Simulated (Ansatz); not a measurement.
# LiNbO2: the cost of one run

Method: DFT PBE, scalar-relativistic, plane waves, PAW, in Ansatz 0.2.0.

2 further runs of the same task are left out: 1 that didn't finish, 1 set aside as unsound or not needed.

### Step 1. Starting point

Symmetry: I-4m2, No. 119, tetragonal system. Conventional cell: a = 3.800 Å, b = 3.800 Å, c = 7.528 Å, α = 90.00°, β = 90.00°, γ = 90.00°. Li (site symmetry -4m2) is surrounded by 4 Nb at 2.67 Å and 8 O at 2.67 to 2.69 Å. Around Nb (site symmetry -4m2) lie 4 Li at 2.67 Å and 8 O at 2.67 to 2.69 Å. Around O (site symmetry -4m2) lie 4 Li at 2.67 Å and 4 O at 2.67 Å and 4 Nb at 2.69 Å. Around O (site symmetry -4m2) lie 4 Nb at 2.67 Å and 4 O at 2.67 Å and 4 Li at 2.69 Å.

As a file:

```cif
data_structure
_symmetry_space_group_name_H-M 'I-4m2'
_symmetry_Int_Tables_number 119
_cell_length_a 3.8002
_cell_length_b 3.8002
_cell_length_c 7.5282
_cell_angle_alpha 90.000
_cell_angle_beta 90.000
_cell_angle_gamma 90.000
_cell_volume 108.72
loop_
_atom_site_label
_atom_site_type_symbol
_atom_site_symmetry_multiplicity
_atom_site_Wyckoff_symbol
_atom_site_fract_x
_atom_site_fract_y
_atom_site_fract_z
_atom_site_occupancy
Li1 Li 2 a 0.00000 0.00000 0.00000 1
Nb1 Nb 2 d 0.50000 0.00000 0.25000 1
O1 O 2 c 0.00000 0.50000 0.25000 1
O2 O 2 b 0.50000 0.50000 0.00000 1
```

The cell is invented: random cell by space group and Wyckoff sites (I-4m2, No. 119). Lengths come from tabulated atomic sizes and are only a guess.

### Step 2. A first look at the guess

Input file input.yaml:

```yaml
crystal:
  lattice:
    - [-1.90010019, 1.90010019, 3.76408919]
    - [1.90010019, -1.90010019, 3.76408919]
    - [1.90010019, 1.90010019, -3.76408919]
  atoms:
    - { symbol: Li, position: [0.0, 0.0, 0.0] }
    - { symbol: Nb, position: [0.25, 0.75, 0.5] }
    - { symbol: O, position: [0.75, 0.25, 0.5] }
    - { symbol: O, position: [0.5, 0.5, 0.0] }
basis:
  ecutwfc: 420
kpoints:
  mp_grid: { grid: [6, 6, 6] }
hamiltonian:
  xc: pbe
scf:
  occupations: { method: gaussian, width: 0.1 }
  lower_state_search: "off"
output:
  forces: true
  stress: true
  eigenvalues: true
```

Command:

```sh
$ ansatz run input.yaml --threads 1 --pin off --max-ram 2560MiB --backend cpu --events-out ev --progress --plain --runs-dir out
```

**Question.** How long does this run take on 1 thread of Arm Neoverse V2, shared host, and how much memory does it need?

About 2.8 s, with a peak of 0.33 GiB.
